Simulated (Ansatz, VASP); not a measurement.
# Two plane-wave programs on Cu3Au (Auricupride)

```xyz
4
Lattice="3.7400 0.0000 0.0000 0.0000 3.7400 0.0000 0.0000 0.0000 3.7400" Properties=species:S:1:pos:R:3 pbc="T T T"
Au    0.0000    0.0000    0.0000
Cu    1.8700    1.8700    0.0000
Cu    1.8700    0.0000    1.8700
Cu    0.0000    1.8700    1.8700
```

Alike in both runs: task relaxation of cell and atoms; functional BLYP; dispersion D4; k mesh 7 × 7 × 7; occupations fermi-dirac, width 0.05 eV; no spin polarisation.

|  | VASP | Ansatz |
| --- | --- | --- |
| version | VASP 6.6.1 | Ansatz 0.2.0 |
| potentials or method | VASP PAW PBE potentials, release 64 (Au, Cu) | Ansatz PAW |
| plane-wave cutoff (eV) | 600 | 420 |
| valence electrons in the cell | 44 | 76 |

```csv
,VASP,Ansatz,Ansatz less VASP
relaxed volume (Å³/atom),13.24,13.18,-0.061
relaxed cell length with the largest relative difference (Å),3.755,3.749,-0.0058
```

The two sets of potentials don't hold the same shells in valence.

Caveats: the PAW data sets were made with another functional, which shifts forces and pressure a little (VASP); pairwise dispersion overbinds metals, which lowers pressure and volume (VASP); the plane-wave basis is chosen anew once the cell has moved, so the energies of steps on either side of that aren't comparable (Ansatz); the PAW data sets come from PBE, with cores solved anew for the run's functional, which leaves a small shift of forces and pressure (Ansatz). Zero-point motion and thermal expansion aren't in these numbers. Spin-orbit coupling is left out, which matters for the levels of Au.
